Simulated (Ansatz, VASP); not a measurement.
# Two plane-wave programs on MgO

Contents of INCAR:

```
PREC = Accurate
ENCUT = 520
EDIFF = 1E-7
ISMEAR = -1
SIGMA = 0.08
LREAL = False
LASPH = True
NELM = 60
ALGO = Normal
ISIF = 2
LWAVE = False
LCHARG = False
GGA = PE
NBANDS = 11
```

KPOINTS

```
Automatic mesh
0
Gamma
  15 15 15
```

File POSCAR:

```
MgO
1.0
    0.0000000000      2.1269431800      2.1269431800
    2.1269431800      0.0000000000      2.1269431800
    2.1269431800      2.1269431800      0.0000000000
Mg O
1 1
Direct
    0.0000000000      0.0000000000      0.0000000000
    0.5000000000      0.5000000000      0.5000000000
```

Input for Ansatz:

```yaml
crystal:
  lattice:
    - [0.0, 2.12694318, 2.12694318]
    - [2.12694318, 0.0, 2.12694318]
    - [2.12694318, 2.12694318, 0.0]
  atoms:
    - { symbol: Mg, position: [0.0, 0.0, 0.0] }
    - { symbol: O, position: [0.5, 0.5, 0.5] }
kpoints:
  mp_grid: { grid: [15, 15, 15] }
scf:
  occupations: { method: fermi_dirac, width: 0.08 }
hamiltonian:
  xc: pbe
  pseudopotentials: { kind: paw }
output:
  forces: true
  stress: true
  eigenvalues: true
```

Change from the starting cell: volume scaled by 1, to set the pressure.

Alike in both runs: task single point; functional PBE; k mesh 15 × 15 × 15; occupations fermi-dirac, width 0.08 eV; no spin polarisation.

|  | VASP | Ansatz |
| --- | --- | --- |
| version | VASP 6.6.1 | Ansatz 0.2.0 |
| potentials or method | VASP PAW PBE potentials, release 64 (Mg, O) | PAW with Ansatz's default frozen-core files, scalar-relativistic |
| plane-wave cutoff (eV) | 520 | 420 |
| valence electrons in the cell | 8 | 16 |

Ansatz gave:

```
gap on the k mesh at the Fermi level (eV) : 4.46
pressure (GPa)                            : 0.0
```

What did VASP give for the same quantities?

gap on the k mesh at the Fermi level (eV): 4.44; pressure (GPa): -0.7.

The functional is the same, so the differences come from potentials, cutoffs and numerics. The two sets of potentials don't hold the same shells in valence.

Caveats: an odd mesh through Γ misses points on the zone boundary, where band edges often lie.
